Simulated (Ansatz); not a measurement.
## Harmonic thermodynamics of MgO

Level of theory: DFT PBE, scalar-relativistic, plane waves, PAW in Ansatz 0.2.0. Plane waves to 420 eV; Γ-centred k mesh 6×6×6; fixed occupations. No spin polarisation. Phonons by linear response, acoustic sum rule imposed.

Relaxed structure:
```cif
data_structure
_symmetry_space_group_name_H-M 'P6_3/mmc'
_symmetry_Int_Tables_number 194
_cell_length_a 3.5208
_cell_length_b 3.5208
_cell_length_c 4.2382
_cell_angle_alpha 90.000
_cell_angle_beta 90.000
_cell_angle_gamma 120.000
_cell_volume 45.50
loop_
_atom_site_label
_atom_site_type_symbol
_atom_site_symmetry_multiplicity
_atom_site_Wyckoff_symbol
_atom_site_fract_x
_atom_site_fract_y
_atom_site_fract_z
_atom_site_occupancy
Mg1 Mg 2 c 0.66667 0.33333 0.75000 1
O1 O 2 d 0.66667 0.33333 0.25000 1
```

It was relaxed at this level from a Materials Project cell. The q mesh is coarse, so values between its points are rough.

Force constants from linear response on a 2×2×2 q mesh, interpolated to a fine mesh.

(1) Give the zero-point energy per atom.

(2) How large are the vibrational entropy and heat capacity at 300 K?

(3) Tabulate them against temperature.

Answers

(1) 71.6 meV.

(2) S = 1.78 k_B and C_V = 2.25 k_B per atom, 75 % of the Dulong–Petit value.

(3)
```
T (K)  F_vib (meV/atom)  S (k_B/atom)  C_V (k_B/atom)
  100              71.0          0.23            0.57
  200              66.0          0.98            1.66
  300              54.0          1.78            2.25
  400              35.5          2.48            2.54
  500              11.6          3.06            2.69
  600             -16.9          3.56            2.78
  700             -49.5          3.99            2.83
  800             -85.6          4.37            2.87
  900            -124.7          4.71            2.90
 1000            -166.7          5.02            2.92
```
